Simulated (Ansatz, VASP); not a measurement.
Mg: VASP beside Ansatz

```
Mg
1.0
     5.19760    0.00000    0.00000
    -2.59880    4.50125    0.00000
     0.00000    0.00000    3.14964
Mg
3
Cartesian
  5.1976 0.0000 0.0000
  0.0000 3.0008 1.5748
  2.5988 1.5004 1.5748
```

Alike in both runs: task single point; functional LDA; k mesh 8 × 8 × 12; occupations fermi-dirac, width 0.1 eV; no spin polarisation.

|  | VASP | Ansatz |
| --- | --- | --- |
| version | VASP 6.6.1 | Ansatz 0.2.0 |
| potentials or method | VASP PAW LDA potentials, release 64 (Mg) | plane waves (420 eV) with PAW, scalar-relativistic |
| plane-wave cutoff (eV) | 520 | 420 |
| valence electrons in the cell | 6 | 30 |

```tsv
	VASP	Ansatz	Ansatz less VASP
pressure (GPa)	-3.7	-3.4	+0.29
largest component of the traceless stress (GPa)	0.07	0.07	-0.001
```

The two sets of potentials don't hold the same shells in valence. Ansatz warned: «pseudo_functional_mismatch».
